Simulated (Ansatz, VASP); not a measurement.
**One calculation of Na, two programs**

```xyz
1
Lattice="-2.2247 2.1394 2.1050 2.1233 -2.1260 1.9902 2.2229 2.1242 -2.0915" Properties=species:S:1:pos:R:3 pbc="T T T"
Na    0.0000    0.0000    0.0000
```

Change from the starting cell: cell sheared at random, sigma 0.03, atoms nudged by 0.01 Å.

Alike in both runs: task single point; functional PBE; k mesh 9 × 9 × 9; occupations fermi-dirac, width 0.05 eV; no spin polarisation.

|  | VASP | Ansatz |
| --- | --- | --- |
| version | VASP 6.6.1 | Ansatz 0.2.0 |
| potentials or method | VASP PAW PBE potentials, release 64 (Na_pv), cutoff 520 eV | all-electron LAPW, scalar-relativistic |

```tsv
	VASP	Ansatz	Ansatz less VASP
gap on the k mesh at the Fermi level (eV)	none	none	-
pressure (GPa)	-0.3	-0.2	+0.11
largest component of the traceless stress (GPa)	0.34	0.34	-0.002
```

A gap of «none» marks a metal or a gap that the smearing closes. Ansatz ran all-electron here, so the differences hold the error of VASP's frozen core and of both bases.
